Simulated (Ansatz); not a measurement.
**Phases of Na at 5.1 GPa**

Structure types of Na are relaxed in primitive cells with their symmetry kept at 5.1 GPa, on PAW files; LAPW relaxes the small cells further and takes the PAW cell for the others (marked *). The enthalpy is E + pV at zero temperature, without zero-point motion. Only the types listed were tried, and differences under about 5 meV/atom are mesh noise. The real phase may be another.

Computed with Ansatz 0.2.0; functional PBE, scalar-relativistic. Settings: Fermi–Dirac smearing of 0.1 eV, no spin polarisation. Methods: LAPW: all electrons, basis error target 0.5 meV/atom; PAW: frozen-core files, cutoff 420 eV.

k meshes: fcc 14×14×14, bcc 14×14×14, hcp 13×13×7, simple hexagonal 14×14×13, hP4 8×8×5, sc 13×13×13.

Problem. Which type is lowest in enthalpy, and by how much?

Solution. fcc, 1 meV/atom below bcc, which is within the noise of the k meshes. The whole table:

| start type | ends as | a, b, c (Å) | V (Å³/atom) | H − H(lowest), LAPW (meV/atom) | same, PAW |
| --- | --- | --- | --- | --- | --- |
| fcc | fcc, Fm-3m | 4.714, 4.714, 4.714 | 26.20 | 0.0 | 0.0 |
| bcc | bcc, Im-3m | 3.741, 3.741, 3.741 | 26.17 | 0.8 | 0.8 |
| hcp | hcp, P6_3/mmc | 3.325, 3.325, 5.476 | 26.22 | 3.0 | 3.0 |
| simple hexagonal | simple hexagonal, P6/mmm | 3.205, 3.205, 2.975 | 26.47 | 86.4 | 86.4 |
| hP4* | dhcp, P6_3/mmc | 3.360, 3.360, 10.712 | 26.18 | 1.3 | 1.3 |
| sc | sc, Pm-3m | 2.990, 2.990, 2.990 | 26.72 | 158.2 | 158.1 |
